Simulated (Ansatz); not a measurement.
Starting cell, ZrO$_{2}$ (tetragonal-ZrO2 type, space group P4_2/nmc):

```
CELL_PARAMETERS angstrom
      3.62104     0.00000     0.00000
      0.00000     3.62104     0.00000
      0.00000     0.00000     5.28293
ATOMIC_POSITIONS crystal
  Zr 0.00000 0.00000 0.00000
  Zr 0.50000 0.50000 0.50000
  O  0.00000 0.50000 0.19276
  O  0.00000 0.50000 0.69276
  O  0.50000 0.00000 0.30724
  O  0.50000 0.00000 0.80724
```

In this cell atom 1 (Zr, nearest neighbour O at 2.077 Å; its periodic images, 3.6 Å or more away, move with it) is moved by u·(1.000, 0.000, 0.000) + v·(0.000, 0.000, 1.000); the rest is frozen.

All values below come from PBE (plane waves to 420 eV, PAW, scalar-relativistic; Ansatz, a quantum-chemistry and plane-wave program). k mesh 7×7×5 (Γ-centred), Fermi-Dirac smearing 0.05 eV. The energy includes the smearing's −TS. Points where atoms come too close for the PAW data are left out (x in tables, blank in figures). This is a high-temperature form of ZrO2. ZrO2 is run without spin polarisation. ZrO2 was relaxed with its symmetry unable to fall.

Changes of ΔE (eV/cell) from the point u = 0.000 Å, v = 0.000 Å when one coordinate moves alone (two changes are said to add if the coupling is within 5 % of the smaller one, nearly so within 20 %):

```
point                      change
-------------------------  ------
u = 0.000 Å, v = -0.310 Å  1.0316
u = 0.000 Å, v = -0.207 Å  0.4687
u = 0.000 Å, v = -0.103 Å  0.1188
u = -0.310 Å, v = 0.000 Å  0.5204
u = -0.207 Å, v = 0.000 Å  0.1976
u = -0.103 Å, v = 0.000 Å  0.0441
u = 0.103 Å, v = 0.000 Å   0.0441
u = 0.207 Å, v = 0.000 Å   0.1976
u = 0.310 Å, v = 0.000 Å   0.5204
u = 0.000 Å, v = 0.103 Å   0.1188
u = 0.000 Å, v = 0.207 Å   0.4687
u = 0.000 Å, v = 0.310 Å   1.0316
```

Q: Do the two effects add at u = 0.207 Å, v = -0.103 Å? Give the computed change.

A: The sum of the single changes is 0.1976 + (0.1188) = 0.3164; the calculation gives 0.4079, so the coupling contributes 0.0915 (over 20 % of the smaller single change, not additive).

Q: Do the two effects add at u = 0.103 Å, v = 0.207 Å? Give the computed change.

A: The sum of the single changes is 0.0441 + (0.4687) = 0.5128; the calculation gives 0.4833, so the coupling contributes -0.0295 (over 20 % of the smaller single change, not additive).

Q: What is the change at u = -0.207 Å, v = 0.310 Å, where both move, and how far is it from the sum?

A: The sum of the single changes is 0.1976 + (1.0316) = 1.2292; the calculation gives 1.0786, so the coupling contributes -0.1506 (over 20 % of the smaller single change, not additive).

(For displaced atoms, the force is minus the slope of the energy, and its curvature is a force constant, which sets phonon frequencies.)
